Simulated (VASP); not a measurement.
Runs of VASP 6.6.1 on Sb. It takes space group R-3m (No. 166, trigonal). The conventional cell has a = 4.308 Å, b = 4.308 Å, c = 11.274 Å, α = 90.00°, β = 90.00°, γ = 120.00°. Sb (site symmetry 3m) has 3 Sb at 2.91 Å as nearest neighbours. 

```tsv
task	level	potentials or basis	cell	k mesh	cutoff (eV)	smearing	ladder	gap on the mesh (eV)	pressure (GPa)	V0 of scaled cells (Å³/atom)	B0 (GPa)	largest force (eV/Å)
single point	PBE	VASP PAW PBE potentials, release 64 (Sb)	R-3m, 30.21 Å³/atom	8 × 8 × 8	520	fermi-dirac 0.05 eV	-	none	2.8	-	-	(c)
equation of state	r2SCAN	VASP PAW PBE potentials, release 64 (Sb)	R-3m, 31.6 Å³/atom	8 × 8 × 8	520	fermi-dirac 0.05 eV	gaps	-	-	31.59	(b)	-
equation of state	PBE	VASP PAW PBE potentials, release 64 (Sb)	R-3m, 30.21 Å³/atom	8 × 8 × 8	520	fermi-dirac 0.05 eV	-	-	-	31.71	51	-
equation of state	LDA	VASP PAW LDA potentials, release 64 (Sb)	R-3m, 29.27 Å³/atom	8 × 8 × 8	520	fermi-dirac 0.05 eV	gaps	-	-	29.27	63	-
single point	PBEsol	VASP PAW PBE potentials, release 64 (Sb)	atoms moved at random, drawn with an rms of 0.05 Å	8 × 8 × 8	520	fermi-dirac 0.05 eV	free	none	-0.3	-	-	0.11
single point	PBE	VASP PAW PBE potentials, release 64 (Sb)	R-3m, 30.21 Å³/atom	8 × 8 × 8	520	gaussian 0.05 eV	-	none	2.8	-	-	(a)
single point	PBEsol	VASP PAW PBE potentials, release 64 (Sb)	R-3m, 30.21 Å³/atom	8 × 8 × 8	520	gaussian 0.1 eV	-	none	0.2	-	-	0.15
```

Alike in all rows: no spin polarisation.

**Question.** Fill in the values left out.

**Answer.** (a) 0.19; (b) 54; (c) 0.20.

Caveats: the cell was scaled at fixed shape and fractional positions, which overstates the stiffness of a crystal with free parameters, most of all of layers and chains (some runs); the PAW data sets were made with another functional, which shifts forces and pressure a little (some runs).

A k mesh can miss the band edges, and the runs leave out spin-orbit coupling on Sb.

A gap of «none» marks a metal or a gap under the smearing width.
